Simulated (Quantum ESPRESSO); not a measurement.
The system is Ag.

```
Ag
1.0
     0.00000    2.04275    2.04275
     2.04275    0.00000    2.04275
     2.04275    2.04275    0.00000
Ag
1
Direct
  0.00000 0.00000 0.00000
```

| Property | Result |
| --- | --- |
| Program | Quantum ESPRESSO 7.5 |
| Task | relaxation of cell and atoms |
| Functional | revPBE |
| Dispersion | D2 |
| Potentials or basis | PseudoDojo 0.4.1 SR PBE standard |
| Cutoff | 1116 eV |
| Density cutoff | 4463 eV |
| k mesh | 11 × 11 × 11 |
| Occupations | fermi-dirac, width 0.05 eV |
| Spin | no spin polarisation |

At the start: pressure 3.6 GPa; volume 17.05 Å³/atom.

Problem. How do energy, volume and symmetry change on relaxing?

Solution. Over 4 steps the energy falls by 15.1 meV/atom and the volume is 18.39 Å³/atom (+7.9 %); space group Fm-3m (No. 225, to 0.05 Å).

The path:
```csv
step,energy change (eV),largest force (eV/Å),pressure (GPa),volume (Å³)
1,0.0000,0.0000,3.58,17.05
2,-0.0057,0.0000,2.61,17.33
3,-0.0143,0.0000,0.55,18.15
4,-0.0151,0.0000,0.12,18.39
```

Final structure:
```
CELL_PARAMETERS angstrom
0.00000 2.09505 2.09505
2.09505 0.00000 2.09505
2.09505 2.09505 0.00000
ATOMIC_POSITIONS crystal
Ag 0.00000 0.00000 0.00000
```

Caveat: the potentials were made for another functional, which shifts forces and pressure; pairwise dispersion overbinds metals, which lowers pressure and volume.
